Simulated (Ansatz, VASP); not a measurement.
**Si: VASP beside Ansatz**

Contents of INCAR:

```
SYSTEM = Si
  PREC = Accurate
  ENCUT = 520
  EDIFF = 1E-6
  ISMEAR = -1
  SIGMA = 0.08
  LREAL = .FALSE.
  LASPH = .TRUE.
  NELM = 100
  ALGO = Normal
  ISIF = 2
  LWAVE = .FALSE.
  LCHARG = .TRUE.
  GGA = PE
  LELF = .TRUE.
  LVHAR = .TRUE.
  NBANDS = 11
```

KPOINTS

```
regular mesh
0
G
  12 12 12
  0 0 0
```

File POSCAR:

```
Si
1.0
    0.0000000000      2.5174669708      2.5174669708
    2.5174669708      0.0000000000      2.5174669708
    2.5174669708      2.5174669708      0.0000000000
Si
2
Direct
   -0.1250000000     -0.1250000000     -0.1250000000
    0.1250000000      0.1250000000      0.1250000000
```

Input for Ansatz:

```yaml
crystal:
  lattice:
    - [0.0, 2.5174669708, 2.5174669708]
    - [2.5174669708, 0.0, 2.5174669708]
    - [2.5174669708, 2.5174669708, 0.0]
  atoms:
    - { symbol: Si, position: [-0.125, -0.125, -0.125] }
    - { symbol: Si, position: [0.125, 0.125, 0.125] }
kpoints:
  mp_grid: { grid: [12, 12, 12] }
scf:
  occupations: { method: fermi_dirac, width: 0.08 }
hamiltonian:
  xc: pbe
  pseudopotentials: { kind: paw }
output:
  forces: true
  stress: true
  eigenvalues: true
  populations: true
```

Change from the starting cell: volume scaled by 0.78, PAW files.

Alike in both runs: task single point; functional PBE; k mesh 12 × 12 × 12; occupations fermi-dirac, width 0.08 eV; no spin polarisation.

|  | VASP | Ansatz |
| --- | --- | --- |
| version | VASP 6.6.1 | Ansatz 0.2.0 |
| potentials or method | VASP PAW PBE potentials, release 64 (Si) | PAW with Ansatz's default frozen-core files, scalar-relativistic |
| plane-wave cutoff (eV) | 520 | 420 |
| valence electrons in the cell | 8 | 8 |

```csv
,VASP,Ansatz,Ansatz less VASP
pressure (GPa),36.8,36.9,+0.11
```

Caveats: so large a pressure means that the cell lies far from this level's equilibrium, or that cutoff or potentials fall short (VASP).
